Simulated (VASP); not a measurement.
# Pb: relaxation of cell and atoms with r2SCAN+rVV10

Pb:

```xyz
1
Lattice="0.0000 2.4750 2.4750 2.4750 0.0000 2.4750 2.4750 2.4750 0.0000" Properties=species:S:1:pos:R:3 pbc="T T T"
Pb    0.0000    0.0000    0.0000
```

```yaml
Program: VASP 6.6.1
Task: relaxation of cell and atoms
Functional: r2SCAN
Dispersion: rVV10
Potentials_or_basis: VASP PAW PBE potentials, release 64 (Pb_d)
Cutoff: 600 eV
k_mesh: 14 × 14 × 14
Occupations: gaussian, width 0.1 eV
Spin: no spin polarisation
Further_INCAR_settings: ALGO = Normal; EDIFF = 1e-07; IBRION = 2; EDIFFG = -0.005; NSW = 90; ISIF = 3
```

```yaml
Relaxed_volume: 30.59 Å³/atom
Relaxed_cell: a = 3.511 Å, b = 3.511 Å, c = 3.511 Å, α = 60.00°, β = 60.00°, γ = 60.00°
Space_group_after_relaxing_to_0.05_Å: Fm-3m (No. 225)
Energy_gained_by_relaxing: 0.4 meV/atom
Ionic_steps: 3
Pressure_after_relaxing: 0.0 GPa
Band_gap_on_the_k_mesh: none (metal or under the smearing width)
```

Step by step:
| step | energy change (eV) | largest force (eV/Å) | pressure (GPa) | volume (Å³) |
| --- | --- | --- | --- | --- |
| 1 | 0.0000 | 0.0000 | 0.44 | 30.32 |
| 2 | -0.0003 | 0.0000 | -0.15 | 30.69 |
| 3 | -0.0004 | 0.0000 | 0.01 | 30.59 |

Final structure:
```cif
data_structure
_symmetry_space_group_name_H-M 'P 1'
_symmetry_Int_Tables_number 1
_cell_length_a 3.5105
_cell_length_b 3.5105
_cell_length_c 3.5105
_cell_angle_alpha 60.000
_cell_angle_beta 60.000
_cell_angle_gamma 60.000
_cell_volume 30.59
loop_
_atom_site_label
_atom_site_type_symbol
_atom_site_fract_x
_atom_site_fract_y
_atom_site_fract_z
_atom_site_occupancy
Pb1 Pb 0.00000 0.00000 0.00000 1
```

Levels at points of the mesh, in eV from the Fermi level:
| k point | band 4 | band 5 | band 6 | band 7 | band 8 | band 9 | band 10 | band 11 |
| --- | --- | --- | --- | --- | --- | --- | --- | --- |
| (0.00, 0.00, 0.00) | -17.58 | -17.58 | -12.27 | 7.63 | 7.63 | 7.63 | 10.36 | 12.13 |
| (0.50, 0.00, 0.00) | -17.44 | -17.44 | -8.50 | -4.39 | 5.72 | 5.72 | 9.89 | 9.93 |
| (0.50, 0.50, 0.00) | -17.40 | -17.40 | -7.01 | -3.47 | 2.07 | 2.07 | 5.82 | 6.94 |

It took 4 min on 1 thread of Intel(R) Xeon(R) 6975P-C (Granite Rapids) (shared host), peak memory 0.29 GiB.

Caveat: the PAW data sets were made with another functional, which shifts forces and pressure a little. Zero-point motion and thermal expansion aren't in these numbers.
